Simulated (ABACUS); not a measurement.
# InP in ABACUS: the effect of exact exchange share

The system is InP.

```
CELL_PARAMETERS angstrom
0.00000 2.93050 2.93050
2.93050 0.00000 2.93050
2.93050 2.93050 0.00000
ATOMIC_POSITIONS crystal
In 0.00000 0.00000 0.00000
P 0.75000 0.75000 0.75000
```

Alike in all runs:

```yaml
Program: ABACUS 3.10.1
Task: single point
Potentials_or_basis: SG15 ONCV 1.2 PBE
Cutoff: 1361 eV
Density_cutoff: 5442 eV
Basis: DZP LCAO (the cutoffs set its grid)
k_mesh: 4 × 4 × 4
Occupations: fermi-dirac, width 0.05 eV
Spin: no spin polarisation
```

| exact exchange share | functional | gap on the mesh (eV) |
| --- | --- | --- |
| 0 | PBE | 0.92 |
| 0.1 | PBE0-type (share 0.1) | 1.47 |
| 0.25 | PBE0-type (share 0.25) | 2.32 |
| 0.4 | PBE0-type (share 0.4) | ? |

**Question.** What does the run with exact exchange share 0.4 give?

**Answer.** gap on the mesh 3.22 eV.

Worked out: A straight line through the other rows of the gap on the mesh, of slope 5.61 eV per unit of exact exchange share, extrapolates to 3.16 eV, against the run's 3.22.

Caveats: all runs use coarse meshes; the atomic orbitals were generated for these runs and aren't a published set; spin-orbit coupling is left out, which moves the levels of the heavy elements; the basis of atomic orbitals isn't converged, which shifts pressures, moduli and gaps; gaps of hybrids in this basis differ from plane-wave ones by up to 0.1 eV (some runs).

